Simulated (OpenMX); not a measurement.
Au:

```
CELL_PARAMETERS angstrom
0.00000 2.03500 2.03500
2.03500 0.00000 2.03500
2.03500 2.03500 0.00000
ATOMIC_POSITIONS crystal
Au 0.00000 0.00000 0.00000
```

```yaml
Program: OpenMX 3.8.5
Task: single point
Functional: PBE
Potentials_or_basis: OpenMX 2013 PBE set, Au7.0-s3p2d2f1, grid cutoff 400 Ry
k_mesh: 11 × 11 × 11
Occupations: fermi-dirac, width 0.05 eV
Spin: no spin polarisation
```

On this cell: pressure 13.1 GPa; band gap on the k mesh none (metal or under the smearing width).

The same run follows on a disturbed copy (cell strained at random at fixed volume):

```
Au
1.0
     0.05952    2.03278    2.02390
     2.06284    0.03015    2.05328
     2.07413    2.07344    0.01886
Au
1
Cartesian
  0.0297 0.0344 -0.0121
```

**Question.** What does the disturbed cell give?

**Answer.** The energy (extrapolated to zero smearing) moves by +6.4 meV/atom; pressure 13.3 GPa; band gap on the k mesh none (metal or under the smearing width).

Caveats: the basis of atomic orbitals isn't converged, which shifts pressures, moduli and gaps.
